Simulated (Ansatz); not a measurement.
## Relaxing ZrO₂ in the fluorite type

First guess:

```
CELL_PARAMETERS angstrom
0.00000 2.55533 2.55533
2.55533 0.00000 2.55533
2.55533 2.55533 0.00000
ATOMIC_POSITIONS crystal
Zr 0.00000 0.00000 0.00000
O 0.25000 0.25000 0.25000
O 0.75000 0.75000 0.75000
```

The calculation used Ansatz 0.2.0, DFT, PBE, PAW with Ansatz's default frozen-core files, scalar-relativistic.

Cell and atoms relax within the symmetry of the start on a 14×14×14 k mesh with 0.05 eV Fermi–Dirac smearing.

The start is built from a prototype, known or not as a phase of this compound; the cutoff is 420 eV.

**Question.** What is the pressure of the first guess?

**Answer.** 0.73 GPa.

**Question.** What does it relax to?

**Answer.** a = 5.116 Å, b = 5.116 Å, c = 5.116 Å, α = 90.00°, β = 90.00°, γ = 90.00° (conventional cell), 11.16 Å³ per atom:
```cif
data_structure
_symmetry_space_group_name_H-M 'Fm-3m'
_symmetry_Int_Tables_number 225
_cell_length_a 5.1157
_cell_length_b 5.1157
_cell_length_c 5.1157
_cell_angle_alpha 90.000
_cell_angle_beta 90.000
_cell_angle_gamma 90.000
_cell_volume 133.88
loop_
_atom_site_label
_atom_site_type_symbol
_atom_site_symmetry_multiplicity
_atom_site_Wyckoff_symbol
_atom_site_fract_x
_atom_site_fract_y
_atom_site_fract_z
_atom_site_occupancy
Zr1 Zr 4 a 0.00000 0.00000 0.00000 1
O1 O 8 c 0.25000 0.75000 0.75000 1
```

**Question.** How much energy does the relaxation release?

**Answer.** 0 meV/atom.
